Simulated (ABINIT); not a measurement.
# TiC (Fm-3m) in ABINIT: single point with r2SCAN

Aim: the single point of TiC with r2SCAN.

Program: ABINIT 10.8.3 (patched build). These are calculated values, not measurements. Logs are shortened: lines on timing, memory, paths and dates and some standing lists are left out, and cuts for length are marked. The log counts tension as positive stress, the text compression.

**1. Starting point**

It takes space group Fm-3m (No. 225, cubic). Conventional cell: a = 4.331 Å, b = 4.331 Å, c = 4.331 Å, α = 90.00°, β = 90.00°, γ = 90.00°. Around Ti (site symmetry m-3m) lie 6 C at 2.17 Å. Around C (site symmetry m-3m) lie 6 Ti at 2.17 Å.

The cell is a database's computed one.

**2. Single point, r2SCAN**

The input, run.abi:

```
pp_dirpath "./"
pseudos "Ti.GGA_PBE-JTH.xml, C.GGA_PBE-JTH.xml"

acell 3*1.0 Angstrom
rprim
     0.0000000000     2.1657188437     2.1657188437
     2.1657188437     0.0000000000     2.1657188437
     2.1657188437     2.1657188437     0.0000000000
ntypat 2
znucl 22 6
natom 2
typat 1 2
xred
     0.0000000000     0.0000000000     0.0000000000
     0.5000000000     0.5000000000     0.5000000000

ecut 625.861884 eV
pawecutdg 45.0

kptopt 1
ngkpt 9 9 9
nshiftk 1
shiftk 0.0 0.0 0.0

ixc -497498
usekden 1
pawxcdev 0

nband 12
occopt 3
tsmear 0.05 eV

nstep 100
tolvrs 1.0e-7

iomode 3
prtwf 0
prtden 0
prteig 0
prtebands 0
enunit 2
```

Potentials or basis: JTH PAW PBE v2.0.

On the command line:

```sh
> abinit run.abi > log 2>&1
```

run.abo:

```text
.Version 10.8.3 of ABINIT
 Symmetries : space group Fm -3 m (#225); Bravais cF (face-center cubic)
================================================================================
 Values of the parameters that define the memory need of the present run
     intxc =       0    ionmov =       0      iscf =      17    lmnmax =      18
     lnmax =       6     mgfft =      27  mpssoang =       3    mqgrid =    3001
     natom =       2  nloc_mem =       2    nspden =       1   nspinor =       1
    nsppol =       1      nsym =      48    n1xccc =       1    ntypat =       2
    occopt =       3   xclevel =       2
       mpw =         745          nfft =       19683          nkpt =          35
 PAW method is used; the additional fine FFT grid is defined by:
   mgfftf=        36    nfftf =     46656
================================================================================
================================================================================

--------------------------------------------------------------------------------
------------- Echo of variables that govern the present computation ------------
--------------------------------------------------------------------------------
 -outvars: echo values of preprocessed input variables --------
            acell      1.8897261259E+00  1.8897261259E+00  1.8897261259E+00 Bohr
              amu      4.78800000E+01  1.20110000E+01
             ecut      2.30000000E+01 Hartree
           enunit           2
              ixc     -497498
         kptrlatt        9    0    0      0    9    0      0    0    9
          kptrlen      5.20904909E+01
            natom           2
            nband          12
            ngfft          27      27      27
          ngfftdg          36      36      36
             nkpt          35
            nstep         100
             nsym          48
           ntypat           2
           occopt           3
        pawecutdg      4.50000000E+01 Hartree
         pawxcdev           0
           prtden           0
        prtebands           0
           prteig           0
          prtkden           1
            prtwf           0
            rprim      0.0000000000E+00  2.1657188437E+00  2.1657188437E+00
                       2.1657188437E+00  0.0000000000E+00  2.1657188437E+00
                       2.1657188437E+00  2.1657188437E+00  0.0000000000E+00
          spgroup         225
           tolvrs      1.00000000E-07
           tsmear      1.83746611E-03 Hartree
            typat      1  2
          usekden           1
           useylm           1
           xangst      0.0000000000E+00  0.0000000000E+00  0.0000000000E+00
                       2.1657188437E+00  2.1657188437E+00  2.1657188437E+00
            xcart      0.0000000000E+00  0.0000000000E+00  0.0000000000E+00
                       4.0926154803E+00  4.0926154803E+00  4.0926154803E+00
             xred      0.0000000000E+00  0.0000000000E+00  0.0000000000E+00
                       5.0000000000E-01  5.0000000000E-01  5.0000000000E-01
            znucl       22.00000    6.00000

================================================================================

 chkinp: Checking input parameters for consistency.

================================================================================
== DATASET  1 ==================================================================

--- !DatasetInfo
iteration_state: {dtset: 1, }
dimensions: {natom: 2, nkpt: 35, mband: 12, nsppol: 1, nspinor: 1, nspden: 1, mpw: 745, }
cutoff_energies: {ecut:  23.0, pawecutdg:  45.0, }
electrons: {nelect:   1.60000000E+01, charge:   0.00000000E+00, occopt:   3.00000000E+00, tsmear:   1.83746611E-03, }
meta: {optdriver: 0, ionmov: 0, optcell: 0, iscf: 17, paral_kgb: 0, }
...

 Real(R)+Recip(G) space primitive vectors, cartesian coordinates (Bohr,Bohr^-1):
 R(1)=  0.0000000  4.0926155  4.0926155  G(1)= -0.1221713  0.1221713  0.1221713
 R(2)=  4.0926155  0.0000000  4.0926155  G(2)=  0.1221713 -0.1221713  0.1221713
 R(3)=  4.0926155  4.0926155  0.0000000  G(3)=  0.1221713  0.1221713 -0.1221713
 Unit cell volume ucvol=  1.3709854E+02 bohr^3
 Angles (23,13,12)=  6.00000000E+01  6.00000000E+01  6.00000000E+01 degrees

 Coarse grid specifications (used for wave-functions):

 getcut: wavevector=  0.0000  0.0000  0.0000  ngfft=  27  27  27
         ecut(hartree)=     23.000   => boxcut(ratio)=   2.08387

 Fine grid specifications (used for densities):

 getcut: wavevector=  0.0000  0.0000  0.0000  ngfft=  36  36  36
         ecut(hartree)=     45.000   => boxcut(ratio)=   2.05975

--- Pseudopotential description ------------------------------------------------
- pspini: atom type   1  psp file is ./Ti.GGA_PBE-JTH.xml
 Pseudopotential format is: paw10
[... 51 lines left out ...]
  sigma(2 2)= -9.90183230E-05  sigma(3 1)=  0.00000000E+00
  sigma(3 3)= -9.90183230E-05  sigma(2 1)=  0.00000000E+00

--- !ResultsGS
iteration_state: {dtset: 1, }
comment   : Summary of ground state results
lattice_vectors:
- [  0.0000000,   4.0926155,   4.0926155, ]
- [  4.0926155,   0.0000000,   4.0926155, ]
- [  4.0926155,   4.0926155,   0.0000000, ]
lattice_lengths: [   5.78783,    5.78783,    5.78783, ]
lattice_angles: [ 60.000,  60.000,  60.000, ] # degrees, (23, 13, 12)
lattice_volume:   1.3709854E+02
convergence: {deltae:  1.373E-08, res2:  2.076E-08, residm:  4.789E-05, diffor: null, }
etotal    :  -6.07970402E+01
entropy   :   0.00000000E+00
fermie    :   3.30200697E-01
cartesian_stress_tensor: # hartree/bohr^3
- [ -9.90183230E-05,   0.00000000E+00,   0.00000000E+00, ]
- [  0.00000000E+00,  -9.90183230E-05,   0.00000000E+00, ]
- [  0.00000000E+00,   0.00000000E+00,  -9.90183230E-05, ]
pressure_GPa:   2.9132E+00
xred      :
- [  0.0000E+00,   0.0000E+00,   0.0000E+00, Ti]
- [  5.0000E-01,   5.0000E-01,   5.0000E-01,  C]
cartesian_forces: # hartree/bohr
- [ -0.00000000E+00,  -0.00000000E+00,  -0.00000000E+00, ]
- [ -0.00000000E+00,  -0.00000000E+00,  -0.00000000E+00, ]
force_length_stats: {min:   0.00000000E+00, max:   0.00000000E+00, mean:   0.00000000E+00, }
...

 Integrated electronic density in atomic spheres:
 ------------------------------------------------
 Atom  Sphere_radius  Integrated_density
    1        2.30803         10.32917532
    2        1.50737          2.44836062

================================================================================

 ----iterations are completed or convergence reached----

 Mean square residual over all n,k,spin=   17.035E-08; max=  47.895E-06
 reduced coordinates (array xred) for    2 atoms
       0.000000000000      0.000000000000      0.000000000000
       0.500000000000      0.500000000000      0.500000000000
 rms dE/dt=  0.0000E+00; max dE/dt=  0.0000E+00; dE/dt below (all hartree)
    1       0.000000000000      0.000000000000      0.000000000000
    2       0.000000000000      0.000000000000      0.000000000000

 cartesian coordinates (angstrom) at end:
    1      0.00000000000000     0.00000000000000     0.00000000000000
    2      2.16571884370000     2.16571884370000     2.16571884370000

 cartesian forces (hartree/bohr) at end:
    1     -0.00000000000000    -0.00000000000000    -0.00000000000000
    2     -0.00000000000000    -0.00000000000000    -0.00000000000000
 frms,max,avg= 0.0000000E+00 0.0000000E+00   0.000E+00  0.000E+00  0.000E+00 h/b

 cartesian forces (eV/Angstrom) at end:
    1     -0.00000000000000    -0.00000000000000    -0.00000000000000
    2     -0.00000000000000    -0.00000000000000    -0.00000000000000
 frms,max,avg= 0.0000000E+00 0.0000000E+00   0.000E+00  0.000E+00  0.000E+00 e/A
 length scales=  1.889726125908  1.889726125908  1.889726125908 bohr
              =  1.000000000000  1.000000000000  1.000000000000 angstroms
 Fermi (or HOMO) energy (hartree) =   0.33020   Average Vxc (hartree)=  -0.47780
 Eigenvalues (hartree) for nkpt=  35  k points:
 kpt#   1, nband= 12, wtk=  0.00137, kpt=  0.0000  0.0000  0.0000 (reduced coord)
  -1.83603   -0.91604   -0.91604   -0.91604   -0.15326    0.36342    0.36342    0.36342
   0.39419    0.39419    0.39445    0.39572
      occupation numbers for kpt#   1
   2.00000    2.00000    2.00000    2.00000    2.00000    0.00000    0.00000    0.00000
   0.00000    0.00000    0.00000    0.00000
 prteigrs : prtvol=0 or 1, do not print more k-points.

 Fermi (or HOMO) energy (eV) =   8.98522   Average Vxc (eV)= -13.00165
 Eigenvalues (   eV  ) for nkpt=  35  k points:
 kpt#   1, nband= 12, wtk=  0.00137, kpt=  0.0000  0.0000  0.0000 (reduced coord)
 -49.96092  -24.92665  -24.92665  -24.92665   -4.17028    9.88924    9.88924    9.88924
  10.72654   10.72654   10.73363   10.76819
 prteigrs : prtvol=0 or 1, do not print more k-points.

--- !EnergyTerms
iteration_state     : {dtset: 1, }
comment             : Components of total free energy in Hartree
kinetic             :  1.10540096082274E+01
hartree             :  1.07528880327010E+01
xc                  : -5.15646652166431E+00
Ewald energy        : -5.12015050544116E+01
psp_core            :  3.48593686256410E+00
local_psp           : -3.36405690461734E+01
PAW spherical_terms :  3.90873964057147E+00
internal            : -6.07969664781852E+01
'-kT*entropy'       : -6.26301116637298E-05
total_energy        : -6.07970291082969E+01
total_energy_eV     : -1.65437144167402E+03
...

--- !EnergyTermsDC
iteration_state     : {dtset: 1, }
comment             : '"Double-counting" decomposition of free energy'
band_energy         : -7.97856359465643E+00
Ewald energy        : -5.12015050544116E+01
psp_core            :  3.48593686256410E+00
xc_dc               : -9.91490585860464E+00
PAW spherical_terms :  4.81206011831794E+00
internal            : -6.07969775267907E+01
'-kT*entropy'       : -6.26301116637298E-05
total_energy_dc     : -6.07970401569023E+01
total_energy_dc_eV  : -1.65437174232189E+03
...

--- !EnergyTermsWithPAWCore
iteration_state     : {dtset: 1, }
comment             : 'Components of total free energy, including PAW core contributions'
Total energy        : -8.92187610012572E+02
Total energy DC     : -8.92187621061178E+02
Total energy (eV)   : -2.42776616599308E+04
Total energy DC (eV): -2.42776619605786E+04
...

 Cartesian components of stress tensor (hartree/bohr^3)
  sigma(1 1)= -9.90183230E-05  sigma(3 2)=  0.00000000E+00
  sigma(2 2)= -9.90183230E-05  sigma(3 1)=  0.00000000E+00
  sigma(3 3)= -9.90183230E-05  sigma(2 1)=  0.00000000E+00

-Cartesian components of stress tensor (GPa)         [Pressure=  2.9132E+00 GPa]
- sigma(1 1)= -2.91321964E+00  sigma(3 2)=  0.00000000E+00
- sigma(2 2)= -2.91321964E+00  sigma(3 1)=  0.00000000E+00
- sigma(3 3)= -2.91321964E+00  sigma(2 1)=  0.00000000E+00

== END DATASET(S) ==============================================================
================================================================================

 -outvars: echo values of variables after computation  --------
            acell      1.8897261259E+00  1.8897261259E+00  1.8897261259E+00 Bohr
           etotal     -6.0797040157E+01
            fcart     -0.0000000000E+00 -0.0000000000E+00 -0.0000000000E+00
                      -0.0000000000E+00 -0.0000000000E+00 -0.0000000000E+00
            rprim      0.0000000000E+00  2.1657188437E+00  2.1657188437E+00
                       2.1657188437E+00  0.0000000000E+00  2.1657188437E+00
                       2.1657188437E+00  2.1657188437E+00  0.0000000000E+00
           strten     -9.9018323009E-05 -9.9018323009E-05 -9.9018323009E-05
                       0.0000000000E+00  0.0000000000E+00  0.0000000000E+00
           xangst      0.0000000000E+00  0.0000000000E+00  0.0000000000E+00
                       2.1657188437E+00  2.1657188437E+00  2.1657188437E+00
             xred      0.0000000000E+00  0.0000000000E+00  0.0000000000E+00
                       5.0000000000E-01  5.0000000000E-01  5.0000000000E-01
 Calculation completed.
```

Wall time 61 s (1 thread of Intel Xeon Platinum 8259CL at 2.50GHz (Skylake/Cascade Lake), shared host); peak memory 0.12 GiB.

Results:

```yaml
Free_energy: -1654.3717 eV
Pressure: 2.9 GPa
Band_gap_on_the_k_mesh: none (metal or under the smearing width)
Valence_electrons_inside_the_program's_atomic_spheres: Ti 10.33; C 2.45
```

Caveat: totals of a meta-GGA on PAW files have another zero than those of a GGA; the PAW data sets were made with another functional, which shifts forces and pressure a little.
